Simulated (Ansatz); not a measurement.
Pd under compression and expansion

```cif
data_structure
_symmetry_space_group_name_H-M 'Pm-3m'
_symmetry_Int_Tables_number 221
_cell_length_a 2.6129
_cell_length_b 2.6129
_cell_length_c 2.6129
_cell_angle_alpha 90.000
_cell_angle_beta 90.000
_cell_angle_gamma 90.000
_cell_volume 17.84
loop_
_atom_site_label
_atom_site_type_symbol
_atom_site_symmetry_multiplicity
_atom_site_Wyckoff_symbol
_atom_site_fract_x
_atom_site_fract_y
_atom_site_fract_z
_atom_site_occupancy
Pd1 Pd 1 a 0.00000 0.00000 0.00000 1
```

The runs use the primitive cell with vectors (2.613, 0.000, 0.000), (0.000, 2.613, 0.000), (0.000, 0.000, 2.613) Å, to which the k mesh refers.

Symmetry: Pm-3m, No. 221, cubic system. Conventional cell: a = 2.613 Å, b = 2.613 Å, c = 2.613 Å, α = 90.00°, β = 90.00°, γ = 90.00°. Pd (site symmetry m-3m) is surrounded by 6 Pd at 2.61 Å.

The structure comes from a relaxation in the same program, started in the sc type, and has space group Pm-3m. Whether it is a known phase or the ground state wasn't checked.

Spin polarisation is left out, and whether a magnetic state lies lower isn't shown here.

Methods: DFT, PBE, all-electron LAPW, scalar-relativistic (Ansatz 0.2.0); DFT, PBE, PAW with Ansatz's default frozen-core files, scalar-relativistic (Ansatz 0.2.0).

For LAPW: a Γ-centred 13×13×13 k mesh, Fermi–Dirac smearing of 0.03 eV, basis error target 1 meV/atom, no spin polarisation. PAW takes a cutoff of 420 eV at this cell. The Ansatz runs share mesh, smearing and spin set-up. Plane-wave (PAW) pressures include the program's estimate of the Pulay term.

The cell above is scaled evenly, with fractional coordinates and shape held.

Q: Estimate the equilibrium volume and bulk modulus that full-potential LAPW gives for this fixed shape.

A: V0 = 17.83 Å³/atom, B0 = 122 GPa, B0′ = 5.6, from a third-order Birch–Murnaghan fit to these pressures:
```
V/V(cell)  V (Å³/atom)  P, LAPW (GPa)  P, PAW (GPa)
   0.9600       17.126           5.49          5.54
   0.9800       17.483           2.52          2.57
   1.0000       17.839          -0.08         -0.03
   1.0200       18.196          -2.36         -2.30
   1.0400       18.553          -4.37         -4.31
```

PAW's V0 lies 0.05 % from the all-electron value and its B0 -0.4 %. Symmetry fixes shape and coordinates here, so this is the relaxed modulus.
